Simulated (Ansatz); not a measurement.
# Polymorphs of Mg₂H₃

Theory: DFT PBE, scalar-relativistic, plane waves, PAW in Ansatz. Settings: cutoff 420 eV, Γ-centred meshes no coarser than 0.19 Å⁻¹ for metals and 0.3 Å⁻¹ for insulators (2π included), Gaussian smearing.

Temperature and zero-point effects are left out. Only the structures computed here compete, so a lower one can exist. For metals, differences of a few meV/atom aren't resolved. No dispersion correction is applied, so the spacing between layers, chains or molecules is poorly fixed, and with it the volume and density (Mg2H3 R-3m). No run is spin-polarised.

```csv
#,started from,space group,atoms,V (Å³/atom),ΔE (meV/atom),gap on mesh (eV),rattle test
1,A-type sesquioxide type,P-3m1 (No. 164),5,10.1,0,0.00,returns
2,corundum type,R-3c (No. 167),10,10.5,57,0.00,-
3,tetradymite type,R-3m (No. 166),5,12.1,69,0.00,-
```

The lowest structure: Space group P-3m1 (No. 164), trigonal, a = 3.293 Å, c = 5.360 Å. Mg has 3 H at 1.98 Å, 1 H at 2.15 Å and 3 H at 2.32 Å; H on Wyckoff site a (1 atom of the primitive cell) has 6 Mg at 2.32 Å and 6 H at 2.68 Å; H on Wyckoff site d (2 atoms of the primitive cell) has 3 Mg at 1.98 Å and 1 Mg at 2.15 Å. Its energy against the elements is 0.01 eV/atom. The zero of energy is the lowest elemental structures computed at the same level (H₂ as a molecule); no fitted shifts are applied.

Space group P-3m1 (No. 164). a = 3.293 Å, b = 3.293 Å, c = 5.360 Å, α = 90.00°, β = 90.00°, γ = 120.00°
```csv
atom,site,symmetry,x,y,z
Mg,2d,3m.,0.3333,0.6667,0.2480
H,1a,-3m.,0.0000,0.0000,0.0000
H,2d,3m.,0.3333,0.6667,0.6482
```

The second: Space group R-3c (No. 167), trigonal, a = 5.380 Å, c = 12.521 Å. Around Mg lie 6 H at 2.06–2.10 Å; around H lie 4 Mg at 2.06–2.10 Å.